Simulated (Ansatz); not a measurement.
A 3-atom cell of CaF2 started from a crystallographic database was put through Ansatz (plane waves). Cell and atoms come from a relaxation with r2SCAN.

The cell given to it:
```
CELL_PARAMETERS angstrom
0.00000 2.71959 2.71959
2.71959 0.00000 2.71959
2.71959 2.71959 0.00000
ATOMIC_POSITIONS crystal
Ca 0.00000 0.00000 0.00000
F 0.25000 0.25000 0.25000
F 0.75000 0.75000 0.75000
```

What the program printed (shortened):
```
scf.n_extra_bands = 4 over 12 filled bands (N_el = 24.0): the run solves 16 bands
Crystal: 3 atoms, lattice volume = 40.229 Å³
Basis set: ecut = 420 eV, 749 PW (Γ)
Bands: 16, of which v1, the nominal top of the filled ones, is band 12 counted from 1 (11 counted from 0)
Symmetry: 48 space group operations
Space group: Fm-3m (ITA 225)
k-points: 16 of 216
hybrid outer 1: dexx = +1.251e-2 eV, tail = 2.06e-5 eV
hybrid outer 2: dexx = +6.810e-7 eV, tail = 3.15e-8 eV, Δε = 1.48e-3 eV
hybrid SCF converged: 2 outer / 10 inner (+2 warm-up)
Free energy (F): -3440.837016 eV
Fermi energy:    1.420095 eV
--- Per-component energies (eV) ---
  E_band       = -246.566304
  E_kinetic    = 698.044202
  E_local      = -1780.624393
  E_nonlocal   = 207.289626
  E_hartree    = 635.584975
  E_xc         = -230.653653
  E_vxc        = -291.971362
  E_exx        = -92.514179
  E_paw        = -1237.523641
  E_vpaw       = -165.448992
  E_ewald      = -1640.241487
  E_core_change = -0.202545
--- Forces (eV/Å), atoms counted from 1 ---
  atom   1  Ca      0.00000      0.00000      0.00000
  atom   2  F       0.00000      0.00000      0.00000
  atom   3  F       0.00000      0.00000      0.00000
--- Stress (GPa, compression-positive) ---
        1.179154       0.000000       0.000000
        0.000000       1.179154       0.000000
        0.000000       0.000000       1.179154
  P = ⅓ Tr σ = 1.1792 GPa (11.792 kbar)
--- Band table (eV; the first three rows and the last of 16) ---
  k-point 0: bands = […, -0.8249, -0.8249, -0.8249, 1.1508, 1.1508, 1.1508, 11.6336, 14.0787, 14.0787, 16.4104]
  k-point 1: bands = […, -0.6950, -0.6950, -0.5936, 0.8452, 1.0209, 1.0209, 12.3260, 14.1357, 14.1357, 16.1378]
  k-point 2: bands = […, -0.3871, -0.3871, -0.1451, 0.3243, 0.7244, 0.7244, 13.6655, 14.2533, 14.2533, 15.7760]
  k-point 15: bands = […, -1.1921, -0.6230, -0.0276, 0.6655, 1.1066, 1.3541, 12.9597, 14.6712, 14.8739, 15.2921]
```

The file bands.tsv (bands near the Fermi energy, numbered from 0, rounded):
```tsv
# k_distance	band_7	band_8	band_9	band_10	band_11	band_12	band_13	band_14	band_15
# fermi_ev = 1.420095
# [0, 0, 0] at k_distance = 0.000000
# [0.5, 0, 0.5] at k_distance = 1.155170
# [0.625, 0.25, 0.625] at k_distance = 1.563585
# [0.375, 0.375, 0.75] at k_distance = 2.270979
# [0.5, 0.5, 0.5] at k_distance = 2.978373
# [0.5, 0.25, 0.75] at k_distance = 3.795202
# [0, 0.5, 0.5] at k_distance = 5.086722
# levels_relative_to = fermi_ev
0.000	-2.245	-2.245	-0.269	-0.269	-0.269	10.213	12.659	12.659	14.990
1.155	-1.766	-1.766	-0.375	-0.375	0.000	11.287	13.067	13.751	14.600
1.564	-1.844	-1.607	-0.674	-0.465	-0.100	11.574	13.260	13.408	13.958
2.271	-1.844	-1.607	-0.674	-0.465	-0.100	11.574	13.260	13.408	13.958
2.978	-1.594	-1.368	-1.305	-0.899	-0.899	12.893	12.893	13.302	13.668
3.795	-2.247	-1.111	-1.111	-0.284	-0.097	11.645	13.331	13.501	13.501
5.087	-1.766	-1.766	-0.375	-0.375	0.000	11.287	13.067	13.751	14.600
```
In order the rows are Γ, X, U, K, L, W, X.

Problem. Which of these blocks stood in the input: relax, gw, phonons, dielectric, magnetization (spin_orbit)?

Solution. None of them. A single point prints forces and stress when the output block asks for them.

Problem. Which k mesh was typed?

Solution. 6×6×6, Γ-centred.

Problem. How were the bands filled?

Solution. Fixed occupations.

Problem. Which functional?

Solution. PBE0. The exchange loop and the term E_exx show exact exchange. The lines shown narrow the functional down without fixing it; this is the one that was run.

Command: `ansatz run input.yaml --threads 2 --pin off --max-ram 2211MiB --backend cpu --events-out ev --progress --plain --runs-dir out`.

(Simulation; spin polarisation is off.)

The stress of a hybrid is loosely converged in these runs.
